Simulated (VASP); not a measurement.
# CdS (Fm-3m) in VASP: further runs

Runs on CdS. Level: PBEsol. Tasks: single point.

Everything below comes from runs of VASP 6.6.1. Logs are shortened: lines on timing, memory, paths and dates and some standing lists are left out, and cuts for length are marked.

**1. The structure**

The structure is cubic, space group Fm-3m (No. 225). The conventional cell has a = 5.506 Å, b = 5.506 Å, c = 5.506 Å, α = 90.00°, β = 90.00°, γ = 90.00°. Cd (site symmetry m-3m) is surrounded by 6 S at 2.75 Å. S (site symmetry m-3m) has 6 Cd at 2.75 Å as nearest neighbours.

Measurements of this composition are mostly on another form, of space group No. 186.

**2. Single point, PBEsol, spin-orbit coupling, no magnetisation**

INCAR reads:

```
PREC     = Accurate       # precision mode
ENCUT    = 500            # plane-wave cutoff, eV
EDIFF    = 1E-7           # SCF threshold, eV
ISMEAR   = 0              # smearing method
SIGMA    = 0.02           # smearing width, eV
LREAL    = False          # projectors in reciprocal space
LASPH    = True           # aspherical terms in the spheres
NELM     = 100            # most SCF steps
ALGO     = Normal         # electronic algorithm
ISIF     = 2              # what is computed and relaxed
LWAVE    = False          # write WAVECAR
LCHARG   = False          # write CHGCAR
MAGMOM   = 0 0 0 0 0 0    # initial moments
LORBIT   = 11             # projections on sites
LSORBIT  = True           # spin-orbit coupling
GGA_COMPAT= False        
GGA      = PS             # functional
NBANDS   = 34             # bands
```

KPOINTS reads:

```
regular mesh
0
Gamma
  6 6 6
```

POSCAR reads:

```
CdS
1.0
    0.0000000000      2.7532440000      2.7532440000
    2.7532440000      0.0000000000      2.7532440000
    2.7532440000      2.7532440000      0.0000000000
Cd S
1 1
Direct
    0.0000000000      0.0000000000      0.0000000000
    0.5000000000      0.5000000000      0.5000000000
```

Potentials or basis: VASP PAW PBE potentials, release 64 (Cd, S).

Started as:

```bash
cat potpaw_PBE.64/Cd/POTCAR potpaw_PBE.64/S/POTCAR > POTCAR
mpirun -np 1 vasp_ncl > vasp.out
```

OUTCAR:

```text
PREC = Accurate
   ENCUT = 500
   EDIFF = 1E-7
   ISMEAR = 0
   LREAL = False
   LASPH = True
   NELM = 100
   ISIF = 2
   LORBIT = 11
   LSORBIT = True
   GGA = PS

 Found     16 irreducible k-points:

 Following reciprocal coordinates:
            Coordinates               Weight
  0.000000  0.000000  0.000000      1.000000
  0.166667  0.000000  0.000000      8.000000
  0.333333  0.000000  0.000000      8.000000
  0.500000  0.000000  0.000000      4.000000
  0.166667  0.166667  0.000000      6.000000
  0.333333  0.166667  0.000000     24.000000
   k-points           NKPTS =     16   k-points in BZ     NKDIM =     16   number of bands    NBANDS=     34
   number of dos      NEDOS =    301   number of ions     NIONS =      2
   total plane-waves  NPLWV =  21952
   dimension x,y,z NGX =    28 NGY =   28 NGZ =   28
   dimension x,y,z NGXF=    56 NGYF=   56 NGZF=   56
   ions per type =               1   1
   NGX,Y,Z   is equivalent  to a cutoff of  11.95, 11.95, 11.95 a.u.
   NGXF,Y,Z  is equivalent  to a cutoff of  23.91, 23.91, 23.91 a.u.
 SYSTEM =  unknown system
   PREC   = accura    normal or accurate (medium, high low for compatibility)
   ISTART =      0    job   : 0-new  1-cont  2-samecut
   ICHARG =      2    charge: 1-file 2-atom 10-const
   ISPIN  =      1    spin polarized calculation?
   LNONCOLLINEAR =      T non collinear calculations
   LSORBIT =      T    spin-orbit coupling
   LASPH  =      T    aspherical Exc in radial PAW
   ENCUT  =  500.0 eV  36.75 Ry    6.06 a.u.   7.10  7.10  7.10*2*pi/ulx,y,z
   NELM   =    100;   NELMIN=  2; NELMDL= -5     # of ELM steps
   EDIFF  = 0.1E-06   stopping-criterion for ELM
   LREAL  =      F    real-space projection
   EDIFFG = 0.1E-05   stopping-criterion for IOM
   NSW    =      0    number of steps for IOM
   IBRION =     -1    ionic relax: 0-MD 1-quasi-New 2-CG
   NFREE  =      0    steps in history (QN), initial steepest desc. (CG)
   ISIF   =      2    stress and relaxation
   ISYM   =      2    0-nonsym 1-usesym 2-fastsym
   POTIM  = 0.5000    time-step for ionic-motion
   TEBEG  =    0.0;   TEEND  =   0.0 temperature during run
   PSTRESS=    0.0 pullay stress
   NELECT =      18.0000    total number of electrons
   NUPDOWN=      -1.0000    fix difference up-down
   EMIN   =  10.00;   EMAX   =-10.00  energy-range for DOS
   EFERMI =   0.00;   METHOD = LEGACY
   ISMEAR =     0;   SIGMA  =   0.02  broadening in eV -4-tet -1-fermi 0-gaus
   EFERMI_NEDOS =   21; number of points for ismear=-14 and -15
   IALGO  =     38    algorithm
   IMIX   =      4    mixing-type and parameters
     AMIX     =   0.40;   BMIX     =  1.00
[... 249 lines left out ...]
  external PRESSURE =     -39.7654672 kB  Pullay stress =       0.0000000 kB

 VOLUME and BASIS-vectors are now :
 -----------------------------------------------------------------------------
  energy-cutoff  :      500.00
  volume of cell :       41.74
      direct lattice vectors                 reciprocal lattice vectors
     0.000000000  2.753244000  2.753244000    -0.181603955  0.181603955  0.181603955
     2.753244000  0.000000000  2.753244000     0.181603955 -0.181603955  0.181603955
     2.753244000  2.753244000  0.000000000     0.181603955  0.181603955 -0.181603955

 POSITION                                       TOTAL-FORCE (eV/Angst)
 -----------------------------------------------------------------------------------
      0.00000      0.00000      0.00000         0.000000      0.000000     -0.000000
      2.75324      2.75324      2.75324         0.000000      0.000000      0.000000
 -----------------------------------------------------------------------------------
    total drift:                               -0.000000      0.000000      0.000000

  FREE ENERGIE OF THE ION-ELECTRON SYSTEM (eV)
  ---------------------------------------------------
  free  energy   TOTEN  =        -6.6388693019 eV

  energy  without entropy=       -6.6388692122  energy(sigma->0) =       -6.63886926

 Spin-Orbit-Coupling matrix elements

 Ion:    1  E_soc:     -0.0527030
 l=   1
     0.0000000    -0.0019253    -0.0019253
    -0.0019253     0.0000000    -0.0019253
    -0.0019253    -0.0019253     0.0000000
 l=   2
     0.0000000    -0.0013890     0.0000000    -0.0013890    -0.0054696
    -0.0013890     0.0000000    -0.0041022    -0.0013890    -0.0013674
     0.0000000    -0.0041022     0.0000000    -0.0041022     0.0000000
    -0.0013890    -0.0013890    -0.0041022     0.0000000    -0.0013674
    -0.0054696    -0.0013674     0.0000000    -0.0013674     0.0000000
 l=   3
     0.0000000     0.0000000     0.0000000     0.0000000     0.0000000     0.0000000     0.0000000
     0.0000000     0.0000000     0.0000000     0.0000000     0.0000000     0.0000000     0.0000000
     0.0000000     0.0000000     0.0000000     0.0000000     0.0000000     0.0000000     0.0000000
     0.0000000     0.0000000     0.0000000     0.0000000     0.0000000     0.0000000     0.0000000
     0.0000000     0.0000000     0.0000000     0.0000000     0.0000000     0.0000000     0.0000000
     0.0000000     0.0000000     0.0000000     0.0000000     0.0000000     0.0000000     0.0000000
     0.0000000     0.0000000     0.0000000     0.0000000     0.0000000     0.0000000     0.0000000

 Ion:    2  E_soc:     -0.0020911
 l=   1
     0.0000000    -0.0003485    -0.0003485
    -0.0003485     0.0000000    -0.0003485
    -0.0003485    -0.0003485     0.0000000
 l=   2
     0.0000000     0.0000000     0.0000000     0.0000000     0.0000000
     0.0000000     0.0000000     0.0000000     0.0000000     0.0000000
     0.0000000     0.0000000     0.0000000     0.0000000     0.0000000
     0.0000000     0.0000000     0.0000000     0.0000000     0.0000000
     0.0000000     0.0000000     0.0000000     0.0000000     0.0000000
 l=   3
     0.0000000     0.0000000     0.0000000     0.0000000     0.0000000     0.0000000     0.0000000
     0.0000000     0.0000000     0.0000000     0.0000000     0.0000000     0.0000000     0.0000000
     0.0000000     0.0000000     0.0000000     0.0000000     0.0000000     0.0000000     0.0000000
     0.0000000     0.0000000     0.0000000     0.0000000     0.0000000     0.0000000     0.0000000
     0.0000000     0.0000000     0.0000000     0.0000000     0.0000000     0.0000000     0.0000000
     0.0000000     0.0000000     0.0000000     0.0000000     0.0000000     0.0000000     0.0000000
     0.0000000     0.0000000     0.0000000     0.0000000     0.0000000     0.0000000     0.0000000

 total charge

# of ion       s       p       d       tot
------------------------------------------
    1        0.376   0.243   9.578  10.197
    2        1.335   2.335   0.000   3.669
--------------------------------------------------
tot          1.710   2.578   9.578  13.866

 magnetization (x)

# of ion       s       p       d       tot
------------------------------------------
    1        0.000   0.000   0.000   0.000
    2        0.000   0.000   0.000   0.000
--------------------------------------------------
tot          0.000   0.000   0.000   0.000

 magnetization (y)

# of ion       s       p       d       tot
------------------------------------------
    1        0.000   0.000   0.000   0.000
    2       -0.000   0.000   0.000  -0.000
--------------------------------------------------
tot         -0.000   0.000   0.000   0.000

 magnetization (z)

# of ion       s       p       d       tot
------------------------------------------
    1        0.000  -0.000   0.000  -0.000
    2        0.000  -0.000   0.000  -0.000
--------------------------------------------------
tot          0.000  -0.000   0.000  -0.000
```

OSZICAR:

```text
N       E                     dE             d eps       ncg     rms          rms(c)
DAV:   1     0.124550540387E+03    0.12455E+03   -0.86798E+03  1112   0.976E+02
DAV:   2    -0.787323093385E+00   -0.12534E+03   -0.11706E+03  1212   0.263E+02
DAV:   3    -0.713124800815E+01   -0.63439E+01   -0.62982E+01  1308   0.617E+01
DAV:   4    -0.717507716309E+01   -0.43829E-01   -0.43805E-01  1246   0.502E+00
DAV:   5    -0.717547400738E+01   -0.39684E-03   -0.39683E-03  1254   0.472E-01    0.698E+00
DAV:   6    -0.666380384810E+01    0.51167E+00   -0.66257E-01  1438   0.115E+01    0.591E+00
DAV:   7    -0.664280191797E+01    0.21002E-01   -0.17742E-01  1254   0.290E+00    0.306E+00
DAV:   8    -0.663936093629E+01    0.34410E-02   -0.18634E-02  1208   0.159E+00    0.339E-01
DAV:   9    -0.663882526992E+01    0.53567E-03   -0.13371E-03  1284   0.529E-01    0.184E-01
DAV:  10    -0.663885954202E+01   -0.34272E-04   -0.23962E-04  1218   0.120E-01    0.520E-02
DAV:  11    -0.663887320341E+01   -0.13661E-04   -0.92730E-05  1294   0.116E-01    0.264E-02
DAV:  12    -0.663886917155E+01    0.40319E-05   -0.15640E-05  1236   0.451E-02    0.535E-03
DAV:  13    -0.663886930881E+01   -0.13726E-06   -0.17566E-06  1166   0.994E-03    0.330E-03
DAV:  14    -0.663886930195E+01    0.68655E-08   -0.72611E-09   666   0.766E-04
   1 F= -.66388693E+01 E0= -.66388693E+01  d E =-.897849E-07  mag=     0.0000     0.0000    -0.0000
```

Run time: 58 s. Hardware: 1 thread of Intel Xeon Platinum 8175M at 2.50GHz (Skylake/Cascade Lake), shared host; peak memory 0.25 GiB.

These settings aren't checked as converged: the numbers below hold their error.

Results:

```yaml
Free_energy: -6.6389 eV
Pressure: -4.0 GPa
Valence_electrons_inside_the_program's_atomic_spheres: Cd 10.20; S 3.67
```

Caveat: the PAW data sets were made with another functional, which shifts forces and pressure a little.

**3. Single point, PBEsol, spin-orbit coupling, no magnetisation**

Edit INCAR of step 2 so:

```diff
@@ -1,3 +1,3 @@
 PREC     = Accurate       # precision mode
-ENCUT    = 500            # plane-wave cutoff, eV
+ENCUT    = 250            # plane-wave cutoff, eV
 EDIFF    = 1E-7           # SCF threshold, eV
```

KPOINTS reads:

```
regular mesh
0
Gamma
  9 9 9
```

POSCAR is that of step 2.

Potentials or basis: VASP PAW PBE potentials, release 64 (Cd, S).

Started as:

```bash
cat potpaw_PBE.64/Cd/POTCAR potpaw_PBE.64/S/POTCAR > POTCAR
mpirun -np 1 vasp_ncl > vasp.out
```

Run time: 43 s. Hardware: 1 thread of Intel Xeon Platinum 8175M at 2.50GHz (Skylake/Cascade Lake), shared host; peak memory 0.17 GiB.

The run converged, but a check on its numbers failed (symmetry, net force, bounds or a known fault of this set-up), so they aren't taken as properties of the crystal.

Caveat: the cutoff lies under the usual one of these potentials, so the numbers hold a large basis-set error; the PAW data sets were made with another functional, which shifts forces and pressure a little.

**4. Single point, PBEsol, spin-orbit coupling, no magnetisation**

Edit INCAR of step 3 so:

```diff
@@ -1,3 +1,3 @@
 PREC     = Accurate       # precision mode
-ENCUT    = 250            # plane-wave cutoff, eV
+ENCUT    = 300            # plane-wave cutoff, eV
 EDIFF    = 1E-7           # SCF threshold, eV
```

KPOINTS is that of step 3.

POSCAR is that of step 3.

Started as:

```bash
cat potpaw_PBE.64/Cd/POTCAR potpaw_PBE.64/S/POTCAR > POTCAR
mpirun -np 1 vasp_ncl > vasp.out
```

Run time: 49 s. Hardware: 1 thread of Intel Xeon Platinum 8175M at 2.50GHz (Skylake/Cascade Lake), shared host; peak memory 0.21 GiB.

These settings aren't checked as converged: the numbers below hold their error.

What came out:

```
Free energy                                           : -6.6433 eV
Valence electrons inside the program's atomic spheres : Cd 10.17; S 3.67
```

Caveat: the cutoff is under 1.25 times the usual one of these potentials, so pressure, stress and relaxed cells hold a basis-set (Pulay) error; the PAW data sets were made with another functional, which shifts forces and pressure a little.

**5. Single point, PBEsol, spin-orbit coupling, no magnetisation**

Edit INCAR of step 4 so:

```diff
@@ -1,3 +1,3 @@
 PREC     = Accurate       # precision mode
-ENCUT    = 300            # plane-wave cutoff, eV
+ENCUT    = 350            # plane-wave cutoff, eV
 EDIFF    = 1E-7           # SCF threshold, eV
```

KPOINTS is that of step 4.

POSCAR is that of step 4.

Potentials or basis: VASP PAW PBE potentials, release 64 (Cd, S).

Started as:

```bash
cat potpaw_PBE.64/Cd/POTCAR potpaw_PBE.64/S/POTCAR > POTCAR
mpirun -np 1 vasp_ncl > vasp.out
```

OUTCAR:

```text
PREC = Accurate
   ENCUT = 350
   EDIFF = 1E-7
   ISMEAR = 0
   LREAL = False
   LASPH = True
   NELM = 100
   ISIF = 2
   LORBIT = 11
   LSORBIT = True
   GGA = PS

 Found     35 irreducible k-points:

 Following reciprocal coordinates:
            Coordinates               Weight
  0.000000  0.000000  0.000000      1.000000
  0.111111  0.000000  0.000000      8.000000
  0.222222  0.000000  0.000000      8.000000
  0.333333  0.000000  0.000000      8.000000
  0.444444  0.000000  0.000000      8.000000
  0.111111  0.111111  0.000000      6.000000
   k-points           NKPTS =     35   k-points in BZ     NKDIM =     35   number of bands    NBANDS=     34
   number of dos      NEDOS =    301   number of ions     NIONS =      2
[... 344 lines left out ...]
     0.0000000     0.0000000     0.0000000     0.0000000     0.0000000     0.0000000     0.0000000
     0.0000000     0.0000000     0.0000000     0.0000000     0.0000000     0.0000000     0.0000000
     0.0000000     0.0000000     0.0000000     0.0000000     0.0000000     0.0000000     0.0000000
     0.0000000     0.0000000     0.0000000     0.0000000     0.0000000     0.0000000     0.0000000
     0.0000000     0.0000000     0.0000000     0.0000000     0.0000000     0.0000000     0.0000000
     0.0000000     0.0000000     0.0000000     0.0000000     0.0000000     0.0000000     0.0000000

 total charge

# of ion       s       p       d       tot
------------------------------------------
    1        0.378   0.244   9.562  10.184
    2        1.336   2.331   0.000   3.667
--------------------------------------------------
tot          1.714   2.575   9.562  13.850

 magnetization (x)

# of ion       s       p       d       tot
------------------------------------------
    1        0.000   0.000  -0.000  -0.000
    2        0.000   0.000   0.000   0.000
--------------------------------------------------
tot          0.000   0.000  -0.000  -0.000

 magnetization (y)

# of ion       s       p       d       tot
------------------------------------------
    1        0.000   0.000  -0.000  -0.000
    2        0.000   0.000   0.000   0.000
--------------------------------------------------
tot          0.000   0.000  -0.000  -0.000

 magnetization (z)

# of ion       s       p       d       tot
------------------------------------------
    1        0.000   0.000   0.000   0.000
    2        0.000   0.000   0.000   0.000
--------------------------------------------------
tot          0.000   0.000   0.000   0.000
```

OSZICAR:

```text
N       E                     dE             d eps       ncg     rms          rms(c)
DAV:   1     0.998954188811E+02    0.99895E+02   -0.69795E+03  2492   0.731E+02
DAV:   2    -0.243511152161E+01   -0.10233E+03   -0.96488E+02  2724   0.229E+02
DAV:   3    -0.715079375706E+01   -0.47157E+01   -0.46859E+01  2872   0.513E+01
DAV:   4    -0.717876458383E+01   -0.27971E-01   -0.27960E-01  2702   0.390E+00
DAV:   5    -0.717900505989E+01   -0.24048E-03   -0.24046E-03  2830   0.350E-01    0.711E+00
DAV:   6    -0.667078330476E+01    0.50822E+00   -0.65743E-01  3150   0.112E+01    0.602E+00
DAV:   7    -0.664848266710E+01    0.22301E-01   -0.17373E-01  2742   0.282E+00    0.309E+00
DAV:   8    -0.664449463403E+01    0.39880E-02   -0.18108E-02  2664   0.152E+00    0.338E-01
DAV:   9    -0.664396461504E+01    0.53002E-03   -0.12978E-03  2836   0.510E-01    0.183E-01
DAV:  10    -0.664399527043E+01   -0.30655E-04   -0.23038E-04  2668   0.115E-01    0.488E-02
DAV:  11    -0.664400783425E+01   -0.12564E-04   -0.91370E-05  2832   0.111E-01    0.267E-02
DAV:  12    -0.664400382796E+01    0.40063E-05   -0.15420E-05  2706   0.434E-02    0.503E-03
DAV:  13    -0.664400403392E+01   -0.20596E-06   -0.16669E-06  2610   0.939E-03    0.293E-03
DAV:  14    -0.664400405527E+01   -0.21356E-07   -0.81348E-09  1434   0.794E-04
   1 F= -.66440041E+01 E0= -.66440041E+01  d E =-.174309E-24  mag=     0.0000    -0.0000     0.0000
```

stdout:

```text
POSCAR found type information on POSCAR CdS
 POSCAR found :  2 types and       2 ions
 scaLAPACK will be used
 -----------------------------------------------------------------------------
|                                                                             |
|                                                                             |
|     You enforced a specific xc type in the INCAR file but a different       |
|     I HOPE YOU KNOW WHAT YOU ARE DOING!                                     |
|                                                                             |
 -----------------------------------------------------------------------------

 LDA part: xc-table for (Slater+PW92), standard interpolation
 POSCAR, INCAR and KPOINTS ok, starting setup
 FFT: planning ... GRIDC
 FFT: planning ... GRID_SOFT
 FFT: planning ... GRID
 WAVECAR not read
 entering main loop
```

It took 57 s on 1 thread of Intel Xeon Platinum 8175M at 2.50GHz (Skylake/Cascade Lake), shared host; peak memory 0.21 GiB.

The run converged, but some of its settings lie outside the range that counts as converged, so its numbers aren't taken as properties of the crystal.

Results:

- Free energy: -6.6440 eV
- Pressure: -4.5 GPa
- Valence electrons inside the program's atomic spheres: Cd 10.18; S 3.67

Caveat: the PAW data sets were made with another functional, which shifts forces and pressure a little.

**6. Single point, PBEsol, spin-orbit coupling, no magnetisation**

Edit INCAR of step 5 so:

```diff
@@ -1,3 +1,3 @@
 PREC     = Accurate       # precision mode
-ENCUT    = 350            # plane-wave cutoff, eV
+ENCUT    = 400            # plane-wave cutoff, eV
 EDIFF    = 1E-7           # SCF threshold, eV
```

KPOINTS is that of step 5.

POSCAR is that of step 5.

Potentials or basis: VASP PAW PBE potentials, release 64 (Cd, S).

Started as:

```bash
cat potpaw_PBE.64/Cd/POTCAR potpaw_PBE.64/S/POTCAR > POTCAR
mpirun -np 1 vasp_ncl > vasp.out
```

Run time: 1.9 min. Hardware: 1 thread of Intel Xeon Platinum 8175M at 2.50GHz (Skylake/Cascade Lake), shared host; peak memory 0.26 GiB.

These settings aren't checked as converged: the numbers below hold their error.

What came out:

- Free energy: -6.6450 eV
- Pressure: -4.5 GPa
- Valence electrons inside the program's atomic spheres: Cd 10.20; S 3.67

Caveat: the PAW data sets were made with another functional, which shifts forces and pressure a little.
